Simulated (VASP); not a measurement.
Wanted: the native input for a VASP 6.6.1 run.

```yaml
Task: single point
Functional: PBEsol
Potentials_or_basis: VASP PAW PBE potentials, release 64 (Sc_sv, Al)
Cutoff: 520 eV
k_mesh: 10 × 10 × 10
Occupations: gaussian, width 0.1 eV
Spin: no spin polarisation
Further_INCAR_settings: ALGO = Fast; EDIFF = 1e-07
```

The structure of ScAl3 lies in POSCAR:

```
ScAl3
1.0
    4.0878065700      0.0000000000      0.0000000000
    0.0000000000      4.0878065700      0.0000000000
    0.0000000000      0.0000000000      4.0878065700
Sc Al
1 3
Direct
    0.0000000000      0.0000000000      0.0000000000
    0.5000000000      0.0000000000      0.5000000000
    0.0000000000      0.5000000000      0.5000000000
    0.5000000000      0.5000000000      0.0000000000
```

The cell is a database's computed one.

One way to write it, as run:

INCAR

```
SYSTEM = ScAl3
PREC = Accurate
ENCUT = 520
EDIFF = 1E-7
ISMEAR = 0
SIGMA = 0.1
LREAL = .False.
LASPH = .True.
NELM = 100
ALGO = Fast
ISIF = 2
LWAVE = .False.
LCHARG = .True.
GGA = PS
LELF = .True.
LVHAR = .True.
```

KPOINTS

```
Automatic mesh
0
Gamma
  10 10 10
  0 0 0
```

Potentials or basis: VASP PAW PBE potentials, release 64 (Sc_sv, Al).

Run with:

```console
$ cat potpaw_PBE.64/Sc_sv/POTCAR potpaw_PBE.64/Al/POTCAR > POTCAR
$ mpirun -np 1 vasp_std > vasp.out
```

Results of the run:

```
Pressure               : -1.0 GPa
Band gap on the k mesh : none (metal or under the smearing width)
```

Caveat: the PAW data sets were made with another functional, which shifts forces and pressure a little.

Wall time 37 s on 1 thread of Intel(R) Xeon(R) 6975P-C (Granite Rapids), with other jobs on the host, peak memory 0.2 GiB.
